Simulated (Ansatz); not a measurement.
**Two structures of Tl: comparison of enthalpies under pressure, by script**

One table from this session's results is given with a row withheld; the runs are named, their logs left out.

Program: Ansatz 0.2.0, driven from Python. Level of theory: DFT PBE, plane waves, PAW. These are calculated values, not measurements.

## The system

Tl Pm-3m: It takes space group Pm-3m (No. 221, cubic). The conventional cell has a = 3.160 Å, b = 3.160 Å, c = 3.160 Å, α = 90.00°, β = 90.00°, γ = 90.00°. Tl (site symmetry m-3m) has 6 Tl at 3.16 Å as nearest neighbours.

Tl P6_3/mmc: It takes space group P6_3/mmc (No. 194, hexagonal). The conventional cell has a = 3.430 Å, b = 3.430 Å, c = 5.601 Å, α = 90.00°, β = 90.00°, γ = 120.00°. Tl (site symmetry -6m2) is surrounded by 12 Tl at 3.43 Å.

The script holds or builds the structure itself.

The first run:

Input file transition.py:

```python
"""Enthalpies of two structures of Tl under pressure."""

import warnings

import ansatz as az
import numpy as np


def sc(a_site, a):
    return (
        az.Lattice.cubic(a)
        .space_group(221)
        .atom(a_site, (0, 0, 0))
    )


def hcp(A, a):
    return (
        az.Lattice.from_parameters(a, a, 1.633 * a, alpha=90, beta=90, gamma=120)
        .space_group(194)
        .atom(A, (1 / 3, 2 / 3, 0.25))
    )


def run_phase(name, crystal, pressure=0.0):
    calc = (
        crystal.calculation()
        .basis(550)  # cutoff of the orbital basis
        .functional(az.Functional.PBE)
        .kpoints(spacing=0.33)
        .occupations("fermi_dirac", width=0.1)
    )
    calc = calc.relax(force_tolerance=0.02, cell=True, pressure=pressure)
    return calc.run(threads=1)


def volume_per_atom(outcome):
    return abs(np.linalg.det(outcome.lattice.cell_ang)) / len(outcome.lattice.sites)

warnings.simplefilter("ignore", az.DeckWarning)

phases = {}
phases["sc"] = sc("Tl", 3.16)
phases["hcp"] = hcp("Tl", 3.43)

# H = E + PV, with 1 eV per cubic angstrom equal to 160.2 GPa
pressures = [0, 5, 10, 20]
enthalpy, volume = {name: [] for name in phases}, {name: [] for name in phases}
for p in pressures:
    for name, crystal in phases.items():
        o = run_phase(name, crystal, pressure=p)
        volume[name].append(volume_per_atom(o))
        enthalpy[name].append(o.report["energy_sigma0_ev"] / len(o.lattice.sites) + p * volume[name][-1] / 160.21766)
gap = np.array(enthalpy["hcp"]) - np.array(enthalpy["sc"])
rows = [(p, va, vb, 1000 * d) for p, va, vb, d in zip(pressures, volume["sc"], volume["hcp"], gap)]
print("   P (GPa)  V sc (A^3/atom)  V hcp (A^3/atom)  H(hcp) - H(sc) (meV/atom)")
for row in rows:
    print(f"{row[0]:10d}  {row[1]:15.3f}  {row[2]:16.3f}  {row[3]:+25.1f}")
crossings = [p0 - g0 * (p1 - p0) / (g1 - g0) for p0, p1, g0, g1 in zip(pressures, pressures[1:], gap, gap[1:]) if g0 * g1 < 0]
print("crossing near", [round(float(p), 1) for p in crossings], "GPa") if crossings else print("no crossing in this range")
```

Command:

```bash
$ python transition.py
```

Steps of the session up to this table: Running it.

One of the session's tables, all rows but one given; the rest of the session is left out.

Enthalpy H = E + pV of the second structure less the first:

```
pressure (GPa)  ΔH (meV/atom)
             0         -111.4
             5              ?
            10         -236.2
            20         -316.5
```

Q: Estimate the row for pressure (GPa) = 5 from the others.

Worked estimate for «ΔH (meV/atom)». A straight line through the neighbours (0, -111.4) and (10, -236.2) gives -111.4 + (-236.2 + 111.4) × (5 − 0) / (10 − 0) = -173.8; a parabola fitted to 3 rows on both sides gives -179.4.

The run gave: ΔH (meV/atom): -183.8. In «ΔH (meV/atom)» the line misses by +10.0 and the parabola by +4.4.

To keep in mind: For the metals among these cells the mesh is coarse, so their volumes and pressures are rough. Spin-orbit coupling, which matters for elements this heavy, is left out. Only these two structures are compared, at zero temperature and with their symmetry kept; either may be hypothetical, and another phase may be lower than both.
